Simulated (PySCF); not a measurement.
A run of PySCF 2.14.0 is set up as follows.

File run.py:

```python
import json
import numpy as np
from pyscf.pbc import gto, scf, dft, df

cell = gto.Cell()
cell.basis = {'B': 'DZVP-MOLOPT-MGGA-GTH-q3', 'P': 'DZVP-MOLOPT-MGGA-GTH-q5'}
cell.pseudo = {'B': 'GTH-MGGA-q3', 'P': 'GTH-MGGA-q5'}
cell.fromfile('BP.xyz')
cell.ke_cutoff = 109  # hartree
cell.exp_to_discard = 0.02
cell.precision = 1e-08
cell.space_group_symmetry = True
cell.symmorphic = False
cell.max_memory = 5040  # MB
cell.verbose = 4
cell.build()

res = {}
kpts = cell.make_kpts([3, 3, 3], space_group_symmetry=True, time_reversal_symmetry=True)
cell.space_group_symmetry = False  # the mesh holds the operations; no search on the supercells of the integral code
mf = dft.KRKS(cell, kpts, xc='r2scan')
mf = mf.multigrid_numint()
mf = mf.smearing(sigma=0.00183747, method='fermi')  # hartree
mf.conv_tol = 1e-07
mf.max_cycle = 60

mf.kernel()
res.update(converged=bool(mf.converged), e_tot=mf.e_tot, nelec=cell.nelectron, nao=cell.nao, mesh=list(map(int, cell.mesh)), a=cell.lattice_vectors().tolist(), coords=cell.atom_coords().tolist(),
           mo_energy=[np.real(x).tolist() for x in mf.mo_energy], mo_occ=[np.real(x).tolist() for x in mf.mo_occ])
res.update(e_free=mf.e_free, e_zero=mf.e_zero)
res.update(kpts=kpts.kpts_scaled_ibz.tolist(), weights=kpts.weights_ibz.tolist())
res['parts'] = {k: float(np.real(v)) for k, v in mf.scf_summary.items() if np.isscalar(v)}
json.dump(res, open('results.json', 'w'))
if not mf.converged:
    raise SystemExit('SCF not converged')

print('levels (eV)')
for i, kp in enumerate(res['kpts'][:40]):
    print('k %7.4f %7.4f %7.4f  ' % tuple(kp), ' '.join('%.3f' % (x * 27.211386) for x in res['mo_energy'][i][:9]))

mf = mf.to_khf()  # unfold to the whole mesh
kpts = mf.kpts
# Mulliken populations
dm, s = np.asarray(mf.make_rdm1()), np.asarray(mf.get_ovlp())
sites = cell.aoslice_by_atom()[:, 2:]
tot = np.einsum('kij,kji->i', dm, s).real / len(kpts)
res['mulliken'] = [cell.atom_charge(i) - tot[a0:a1].sum() for i, (a0, a1) in enumerate(sites)]
print('Mulliken charges', np.round(res['mulliken'], 5))
res['meta_lowdin'] = mf.mulliken_meta()[1].tolist()
res['done'] = True
json.dump(res, open('results.json', 'w'))
```

The input BP.xyz:

```xyz
2
Lattice="0.0000000000 2.2690000000 2.2690000000 2.2690000000 0.0000000000 2.2690000000 2.2690000000 2.2690000000 0.0000000000" Properties=species:S:1:pos:R:3 pbc="T T T"
P      3.4035000000      3.4035000000      3.4035000000
B      0.0000000000      0.0000000000      0.0000000000
```

Potentials or basis: DZVP-MOLOPT-MGGA/GTH-MGGA (UZH) (potentials made for SCAN).

The run is started by

```console
$ OMP_NUM_THREADS=4 python -u run.py > log
```

Question: Predict the meta-löwdin charges.

Answer: P +0.56; B -0.56 e.

Question: What does it give for the band gap on the k mesh?

Answer: 1.63 eV, indirect (least direct gap 3.58 eV).

Caveat: the k mesh is coarse (spacing up to 0.80 Å⁻¹), so the values aren't converged; meta-GGAs need a finer uniform grid than this; an odd mesh through Γ misses points on the zone boundary, where band edges often lie; the basis of atomic orbitals isn't converged, which shifts pressures, moduli and gaps. r2SCAN opens gaps a little over a GGA but as a rule still falls short of measured ones.
